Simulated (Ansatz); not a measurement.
Effective masses and thermopower of BeO (P6_3mc)

Input:

```yaml
crystal:
  lattice:
    - [2.69285, 0.00000, 0.00000]
    - [-1.34642, 2.33207, 0.00000]
    - [0.00000, 0.00000, 4.37287]
  atoms:
    - { symbol: Be, position: [0.33333, 0.66667, 0.99864] }
    - { symbol: Be, position: [0.66667, 0.33333, 0.49864] }
    - { symbol: O, position: [0.33333, 0.66667, 0.37636] }
    - { symbol: O, position: [0.66667, 0.33333, 0.87636] }
```

The numbers are results of PBE, rigid bands (plane waves, PAW, scalar-relativistic; Ansatz, a program for electronic structure), not measurements. Cell: cell and atoms relaxed with PBEsol.

| Item | Value |
|---|---|
| band gap | 7.67 eV |
| electron conductivity mass (300 K, dilute) | 0.64 (x), 0.64 (y), 0.56 (z) mₑ |
| hole conductivity mass (300 K, dilute) | 2.7 (x), 2.7 (y), 1.14 (z) mₑ |
| effective density of states N_c (300 K) | 1.2e19 cm⁻³ |
| effective density of states N_v (300 K) | 1.1e20 cm⁻³ |
| density-of-states mass, electrons | 0.61 mₑ |
| density-of-states mass, holes | 2.7 mₑ |
| Seebeck coefficient, n-type 1e19 cm⁻³, 300 K | -235 μV/K |
| best n-type power factor at 300 K for τ = 10 fs (best axis; densities from 1e16 to 1e21 cm⁻³ tried, whether or not they can be reached) | 3.5 μW/(cm·K²) at 3e19 cm⁻³ |
| Seebeck coefficient, p-type 1e19 cm⁻³, 300 K | 464 μV/K |

Rigid bands; masses and Seebeck coefficients take one relaxation time τ for all states and one kind of carrier; polarons and phonon drag are left out. Spin-orbit coupling is left out. Geometry: cell and atoms relaxed with PBEsol.
